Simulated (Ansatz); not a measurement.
# ¹¹⁹Sn Mössbauer parameters in SnO2

Cell: a diffraction structure from the COD whose atoms were relaxed with PBE, the cell held.

Space group P4_2/mnm (No. 136); a = 4.7380, c = 3.1865 Å.

| site | Wyckoff | site symmetry | x | y | z |
| --- | --- | --- | --- | --- | --- |
| Sn | 2a | m.mm | 0.0000 | 0.0000 | 0.0000 |
| O | 4f | m.2m | 0.3054 | 0.3054 | 0.0000 |

One atom of each set is listed.

Level of theory: DFT, r2SCAN, plane waves and PAW, scalar-relativistic, 500 eV cutoff, Γ-centred 7×7×9 k-points, Fermi–Dirac smearing 0.02 eV (Ansatz 0.2.0).

Isomer shifts (against SnO₂) follow from the electron density at the nucleus, δ = α(ρ − ρ₀), with α = 0.093 mm s⁻¹ a₀³ and ρ₀ = 183072.84 a₀⁻³ from a line fitted to 8 measured compounds at this level of theory (rms miss 0.14 mm/s). ΔE_Q = ½eQV_zz(1 + η²/3)^½ with Q = -0.132 b for the 23.9 keV state.

**Question.** What would the ¹¹⁹Sn spectrum's parameters be?

**Answer.** 

```
site  atoms         first shell  ρ − ρ₀ (a₀⁻³)  δ (mm/s)  ΔE_Q (mm/s)     η
  Sn      2  6 O at 2.05–2.06 Å           -0.3     -0.02        -0.49  0.52
```

The shift of Sn is typical of Sn(IV) in an ionic setting.

Without spin–orbit coupling (the program notes it for Sn) the gradients are little affected as a rule: paired runs on crystals with a gap mostly move them by under 2 % at such atoms. With these PAW files V_zz is typically within 2 to 3 % of all-electron values, but misses above 10 % occur on Sn.
